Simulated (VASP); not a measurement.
Runs of VASP 6.6.1 on Mg. The structure is hexagonal, space group P6_3/mmc (No. 194). Conventional cell: a = 3.209 Å, b = 3.209 Å, c = 5.210 Å, α = 90.00°, β = 90.00°, γ = 120.00°. Mg (site symmetry -6m2) is surrounded by 12 Mg at 3.20 to 3.21 Å. 

| task | cell | k mesh | cutoff (eV) | smearing | mesh quality | gap on the mesh (eV) | pressure (GPa) | relaxed volume (Å³/atom) |
| --- | --- | --- | --- | --- | --- | --- | --- | --- |
| single point | P6_3/mmc, 23.24 Å³/atom | 6 × 6 × 4 | 520 | gaussian 0.1 eV | coarse | none | (a) | - |
| relaxation of cell and atoms | relaxed from: cell and atoms relaxed tightly for response | 15 × 15 × 8 | 600 | fermi-dirac 0.15 eV | not flagged | none | 0.0 | 22.53 |
| single point | cell and atoms relaxed tightly for response | 15 × 15 × 8 | 520 | fermi-dirac 0.15 eV | not flagged | none | -0.1 | - |
| electric field gradients | P6_3/mmc, 22.56 Å³/atom | 15 × 15 × 8 | 520 | fermi-dirac 0.15 eV | not flagged | none | -0.1 | - |
| relaxation of cell and atoms | relaxed | 15 × 15 × 8 | 600 | gaussian 0.1 eV | not flagged | none | 0.0 | 22.46 |
| single point | P6_3/mmc, 22.48 Å³/atom | 15 × 15 × 8 | 520 | gaussian 0.1 eV | not flagged | none | 0.0 | - |

Alike in all rows: level PBEsol; potentials or basis VASP PAW PBE potentials, release 64 (Mg); no spin polarisation.

Task: Fill in the values left out.

Result: (a) -1.1.

Caveats: some runs use coarse meshes; the PAW data sets were made with another functional, which shifts forces and pressure a little.

A gap of «none» marks a metal or a gap under the smearing width.
